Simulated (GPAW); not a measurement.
# Pt (Im-3m) in GPAW: a series of runs

One crystal, Pt, is run at these levels: SCAN, PBE; tasks: single point.

All numbers are computed with GPAW 26.7.0; they aren't measurements. Logs are shortened: lines on timing, memory, paths and dates and some standing lists are left out, and cuts for length are marked. The log counts tension as positive stress, the text compression.

## 1. Starting point

The structure is cubic, space group Im-3m (No. 229). Conventional cell: a = 3.168 Å, b = 3.168 Å, c = 3.168 Å, α = 90.00°, β = 90.00°, γ = 90.00°. Around Pt (site symmetry m-3m) lie 8 Pt at 2.74 Å.

This isn't the form of Pt at room conditions, which is fcc.

## 2. Single point, SCAN

File run.py:

```python
from ase.dft.bandgap import bandgap
from ase.io import write
from ase.spacegroup import crystal
from ase.units import GPa
from gpaw import GPAW, PW

# Pt 2a
atoms = crystal(['Pt'],
                basis=[[0.0, 0.0, 0.0]],
                spacegroup=229, setting=1,  # Im-3m
                cellpar=[3.16844, 3.16844, 3.16844, 90.0, 90.0, 90.0],
                primitive_cell=True)

calc = GPAW(mode=PW(400),
            xc='MGGA_X_SCAN+MGGA_C_SCAN',
            kpts={'size': (9, 9, 9), 'gamma': True},
            occupations={'name': 'fermi-dirac', 'width': 0.05},
            setups={'Pt': '10'},
            nbands=-9,
            maxiter=120,
            txt='gpaw.txt')
atoms.calc = calc
energy = atoms.get_potential_energy()
forces = atoms.get_forces()
stress = atoms.get_stress()
calc.write('gs.gpw')
write('result.traj', atoms)
print(f'Energy: {energy:.6f} eV')
print('Forces (eV/A):')
print(forces.round(4))
print('Stress (GPa):', (stress / GPa).round(3))
print('Fermi level:', round(calc.get_fermi_level(), 4), 'eV')
print(f'Gap: {bandgap(calc)[0]:.4f} eV, direct: {bandgap(calc, direct=True)[0]:.4f} eV')
```

Potentials or basis: GPAW PAW data sets (gpaw-data 1.2.1), other valence, pw.

On the command line:

```console
> OMP_NUM_THREADS=1 python run.py
```

gpaw.txt:

```text
__  _  _
 | _ |_)|_||  |
 |__||  | ||/\| - 26.7.0

Input parameters:
  mode=PW(ecut=400.0),
  kpts=MonkhorstPack(size=(9, 9, 9), gamma=True),
  maxiter=120,
  nbands=-9,
  occupations=Occupations(name='fermi-dirac', width=0.05),
  setups={'Pt': '10'},
  xc=XC(name='MGGA_X_SCAN+MGGA_C_SCAN')

Diagonalizing LCAO Hamiltonian
Converting LCAO to pw mode

       Pt

Atoms  # Å, Bohr magnetons
|   | symbol |        x |        y |        z |    initial magnetic moments |
|---|--------|----------|----------|----------|-----------------------------|
| 0 |     Pt | 0.000000 | 0.000000 | 0.000000 | ( 0.0000,  0.0000,  0.0000) |

Unit cell  # Å
| periodic |         x |         y |         z |  lengths |     angles |
|----------|-----------|-----------|-----------|----------|------------|
|      yes | -1.584220 |  1.584220 |  1.584220 | 2.743950 | 109.471221 |
|      yes |  1.584220 | -1.584220 |  1.584220 | 2.743950 | 109.471221 |
|      yes |  1.584220 |  1.584220 | -1.584220 | 2.743950 | 109.471221 |

Number of symmetries: 48
Symmetry operations  # r_c * U_cc + t_c -> r_c
|    | kind |            matrix            |
|----|------|------------------------------|
|  0 |  σ   |  1, 1, 1,  0, 0,-1,  0,-1, 0 |
|  1 |  C4  |  1, 1, 1,  0, 0,-1, -1, 0, 0 |
|  2 |  C2  |  1, 1, 1,  0,-1, 0,  0, 0,-1 |
|  3 |  S6  |  1, 1, 1,  0,-1, 0, -1, 0, 0 |
|  4 |  S6  |  1, 1, 1, -1, 0, 0,  0, 0,-1 |
|  5 |  C4  |  1, 1, 1, -1, 0, 0,  0,-1, 0 |
|  6 |  E   |  1, 0, 0,  0, 1, 0,  0, 0, 1 |
|  7 |  σ   |  1, 0, 0,  0, 1, 0, -1,-1,-1 |
|  8 |  σ   |  1, 0, 0,  0, 0, 1,  0, 1, 0 |
|  9 |  C3  |  1, 0, 0,  0, 0, 1, -1,-1,-1 |
| 10 |  C3  |  1, 0, 0, -1,-1,-1,  0, 1, 0 |
| 11 |  σ   |  1, 0, 0, -1,-1,-1,  0, 0, 1 |
| 12 |  σ   |  0, 1, 0,  1, 0, 0,  0, 0, 1 |
| 13 |  C2  |  0, 1, 0,  1, 0, 0, -1,-1,-1 |
| 14 |  C3  |  0, 1, 0,  0, 0, 1,  1, 0, 0 |
| 15 |  S4  |  0, 1, 0,  0, 0, 1, -1,-1,-1 |
| 16 |  S4  |  0, 1, 0, -1,-1,-1,  1, 0, 0 |
| 17 |  C3  |  0, 1, 0, -1,-1,-1,  0, 0, 1 |
| 18 |  C3  |  0, 0, 1,  1, 0, 0,  0, 1, 0 |
| 19 |  S4  |  0, 0, 1,  1, 0, 0, -1,-1,-1 |
| 20 |  σ   |  0, 0, 1,  0, 1, 0,  1, 0, 0 |
| 21 |  C3  |  0, 0, 1,  0, 1, 0, -1,-1,-1 |
| 22 |  C2  |  0, 0, 1, -1,-1,-1,  1, 0, 0 |
| 23 |  S4  |  0, 0, 1, -1,-1,-1,  0, 1, 0 |
| 24 |  C4  |  0, 0,-1,  1, 1, 1,  0,-1, 0 |
| 25 |  σ   |  0, 0,-1,  1, 1, 1, -1, 0, 0 |
| 26 |  S6  |  0, 0,-1,  0,-1, 0,  1, 1, 1 |
| 27 |  C2  |  0, 0,-1,  0,-1, 0, -1, 0, 0 |
| 28 |  C4  |  0, 0,-1, -1, 0, 0,  1, 1, 1 |
| 29 |  S6  |  0, 0,-1, -1, 0, 0,  0,-1, 0 |
| 30 |  S6  |  0,-1, 0,  1, 1, 1,  0, 0,-1 |
| 31 |  C4  |  0,-1, 0,  1, 1, 1, -1, 0, 0 |
| 32 |  C4  |  0,-1, 0,  0, 0,-1,  1, 1, 1 |
| 33 |  S6  |  0,-1, 0,  0, 0,-1, -1, 0, 0 |
| 34 |  σ   |  0,-1, 0, -1, 0, 0,  1, 1, 1 |
| 35 |  C2  |  0,-1, 0, -1, 0, 0,  0, 0,-1 |
| 36 |  C2  | -1, 0, 0,  1, 1, 1,  0, 0,-1 |
| 37 |  S6  | -1, 0, 0,  1, 1, 1,  0,-1, 0 |
| 38 |  S6  | -1, 0, 0,  0, 0,-1,  1, 1, 1 |
| 39 |  C2  | -1, 0, 0,  0, 0,-1,  0,-1, 0 |
| 40 |  C2  | -1, 0, 0,  0,-1, 0,  1, 1, 1 |
| 41 |  i   | -1, 0, 0,  0,-1, 0,  0, 0,-1 |
| 42 |  S4  | -1,-1,-1,  1, 0, 0,  0, 1, 0 |
| 43 |  C3  | -1,-1,-1,  1, 0, 0,  0, 0, 1 |
| 44 |  C3  | -1,-1,-1,  0, 1, 0,  1, 0, 0 |
| 45 |  σ   | -1,-1,-1,  0, 1, 0,  0, 0, 1 |
| 46 |  S4  | -1,-1,-1,  0, 0, 1,  1, 0, 0 |
| 47 |  C2  | -1,-1,-1,  0, 0, 1,  0, 1, 0 |

BZ-sampling:
  Number of BZ points: 729
  Number of IBZ points: 35

  Monkhorst-Pack size: [9, 9, 9]
  Monkhorst-Pack shift: [0, 0, 0]

K-points  # in reciprocal-cell coordinates
|     |                                coordinates |     weight |
|-----|--------------------------------------------|------------|
|   0 | (  0.00000000,   0.00000000,   0.00000000) | 0.00137174 |
|   1 | (  0.11111111,   0.00000000,   0.00000000) | 0.01646091 |
|   2 | (  0.11111111,   0.11111111,  -0.11111111) | 0.00823045 |
|   3 | (  0.22222222,   0.00000000,  -0.11111111) | 0.03292181 |
|   4 | (  0.22222222,   0.00000000,   0.00000000) | 0.01646091 |
|   5 | (  0.22222222,   0.11111111,  -0.11111111) | 0.03292181 |
|   6 | (  0.22222222,   0.22222222,  -0.22222222) | 0.00823045 |
|   7 | (  0.33333333,  -0.11111111,  -0.11111111) | 0.01097394 |
|   8 | (  0.33333333,   0.00000000,  -0.11111111) | 0.06584362 |
|   9 | (  0.33333333,   0.00000000,   0.00000000) | 0.01646091 |
| ... |                                            |            |
|  34 | (  0.44444444,   0.44444444,   0.44444444) | 0.01097394 |

Plane wave coefficients: 321
Cutoff: 400.0 eV

Spin-components: 1 (collinear spins)
Bands:           14
Projectors:      6
Spin-degeneracy: 2
Datatype:        complex128

Parallelization:
  kpt:    1
  domain: 1
  band:   1

Density:
  Valence electrons: 10.0
  Components: 1
  Grid points: [14 14 14]
  Charge: 0.0  # |e|

Potential:
  Grid points: [14 14 14]

species:
  Pt:
    name:    Platinum
    Z:       78.0
    valence: 10
    core:    68
    charge:  0.0  # [|e|]
    compensation charges:
      type: gauss
      rc: 0.38  # [Å]
      lmax: 2
    cutoffs:
      filter: 2.51  # [Å]
      core: 2.91  # [Å]
    projectors
    | kind |    occ | energy [eV] | rcut [Å] |
    |------|--------|-------------|----------|
    |   6s |  1.000 |      -5.628 |    1.323 |
    |   6p |  0.000 |      -0.845 |    1.429 |
    |   5d |  9.000 |      -6.153 |    1.217 |
    |    s |        |      21.583 |    1.323 |
    |    p |        |      26.366 |    1.429 |
    |    d |        |      21.058 |    1.217 |

    Using partial waves for Pt as LCAO basis

Reference energy: -500375.362771  # eV

eigensolver:
  PPCG
  Converge bands: occupied
  niter=2

density mixing:
  MSR1-Mixer
  Pratt-step length: 0.05
  Maximum mixing coefficient: 0.75
  Old densities: 10
  SVD Regularization: 0.005
  Good broyden scale: 1.0
  Trust region scale: 1.0
  Backstep threshold: 4.0
  History deletion threshold: 6.0
  Fourier metric: weight=20.0, sigma=0.015

occupation numbers:
  Fermi-Dirac:
    width: 0.0500  # eV

poisson solver:
  ecut: 3200.0  # eV

xc functional:
  name: MGGA_X_SCAN+MGGA_C_SCAN with 2 nearest neighbor stencil

convergence criteria:
- Maximum [total energy] change in last 3 cyles: 0.0005 eV / valence electron
- Maximum integral of absolute [dens]ity change: 0.0001 electrons / valence electron
- Maximum integral of absolute [eigenst]ate change: 4e-08 eV^2 / valence electron
maximum number of iterations: 120

SCF iterations
|iter     | |      energy | eigst |  dens |
|---------|-|-------------|-------|-------|
|iter:   1| |  -44.154276 | -0.21 |       |
|iter:   2| |  -43.827024 | -1.63 | -0.94 |
|iter:   3| |  -43.721643 | -2.88 | -1.07 |
|iter:   4| |  -43.660306 | -2.88 | -1.25 |
|iter:   5| |  -43.668869 | -3.33 | -1.74 |
|iter:   6| |  -43.674833 | -3.24 | -2.14 |
|iter:   7| |  -43.674788 | -5.05 | -2.93 |
|iter:   8| |  -43.674781c| -6.01 | -3.63 |
|iter:   9| |  -43.674781c| -6.90 | -3.82 |
|iter:  10| |  -43.674782c| -7.93c| -4.40c|

Converged in 10 steps
Energy contributions relative to reference atoms: (reference = -500375.362771)

Energy contributions:
  Kinetic:          -8.323733
  Coulomb:           5.675673
  Zero:              0.170071
  External:          0.000000
  Xc:              -41.192514
  Entropy:          -0.008557
  Spinorbit:         0.000000
  ----------------------------
  Free energy:     -43.679060
  Extrapolated:    -43.674782

dipole moment: (-5.817038, -5.817038, -5.817038)  # |e|*Ang

Fermi level: 11.160
Eigenvalues  # (at kpt = [0.000, 0.000, 0.000])
| band index |      eig [eV] | occ [0-2] |
|------------|---------------|-----------|
|          0 |         1.389 |     2.000 |
|          1 |         7.778 |     2.000 |
|          2 |         7.778 |     2.000 |
|          3 |         7.778 |     2.000 |
|          4 |        10.094 |     2.000 |
|          5 |        10.094 |     2.000 |
|          6 |        30.643 |     0.000 |
|          7 |        30.643 |     0.000 |
|          8 |        30.643 |     0.000 |
|          9 |        39.793 |     0.000 |
|         10 |        39.793 |     0.000 |
|         11 |        39.793 |     0.000 |
|         12 |        39.828 |     0.000 |
|         13 |        39.828 |     0.000 |

No gap
No difference between direct/indirect transitions

Forces  # eV/Ang
|       x |       y |        z |
|---------|---------|----------|
| 0.00000 | 0.00000 | -0.00000 |  # Pt   0

Stress tensor  # eV/Ang^3
|         x |        y |         z |
|-----------|----------|-----------|
|  0.065041 | 0.000000 | -0.000000 |
|  0.000000 | 0.065041 |  0.000000 |
| -0.000000 | 0.000000 |  0.065041 |

# Writing to gs.gpw (mode='')
```

Run time: 12 s. Hardware: 1 thread of Arm Neoverse V1, shared host; peak memory 0.23 GiB.

These settings aren't checked as converged: the numbers below hold their error.

Results:

| Item | Value |
| --- | --- |
| Free energy | -43.6791 eV |
| Pressure | -10.4 GPa |
| Band gap on the k mesh | none (metal or under the smearing width) |

Caveat: the cutoff is short for stress and forces, so pressures can be off by a GPa or more; the PAW data sets were made with another functional, which shifts forces and pressure a little.

## 3. Single point, PBE

File run.py:

```python
from ase import Atoms
from ase.dft.bandgap import bandgap
from ase.io import write
from ase.units import GPa
from gpaw import GPAW, PW

atoms = Atoms(['Pt'],
              cell=[[-1.58422, 1.58422, 1.58422],
                    [1.58422, -1.58422, 1.58422],
                    [1.58422, 1.58422, -1.58422]],
              scaled_positions=[[0.0, 0.0, 0.0]],
              pbc=True)

calc = GPAW(mode=PW(400),
            xc='PBE',
            kpts={'size': (9, 9, 9), 'gamma': True},
            occupations={'name': 'fermi-dirac', 'width': 0.05},
            nbands=17,
            maxiter=120,
            txt='gpaw.txt')
atoms.calc = calc
energy = atoms.get_potential_energy()
forces = atoms.get_forces()
stress = atoms.get_stress()
calc.write('gs.gpw')
write('result.traj', atoms)
print(f'Energy: {energy:.6f} eV')
print('Forces (eV/A):')
print(forces.round(4))
print('Stress (GPa):', (stress / GPa).round(3))
print('Fermi level:', round(calc.get_fermi_level(), 4), 'eV')
print(f'Gap: {bandgap(calc)[0]:.4f} eV, direct: {bandgap(calc, direct=True)[0]:.4f} eV')
```

Potentials or basis: GPAW PAW data sets (gpaw-data 1.2.1), pw.

On the command line:

```console
> OMP_NUM_THREADS=1 python run.py
```

Run time: 4.1 s. Hardware: 1 thread of Arm Neoverse V2, shared host; peak memory 0.12 GiB.

These settings aren't checked as converged: the numbers below hold their error.

Results:

| Item | Value |
| --- | --- |
| Free energy | -6.3329 eV |
| Pressure | -4.3 GPa |
| Band gap on the k mesh | none (metal or under the smearing width) |

Caveat: the cutoff is short for stress and forces, so pressures can be off by a GPa or more.
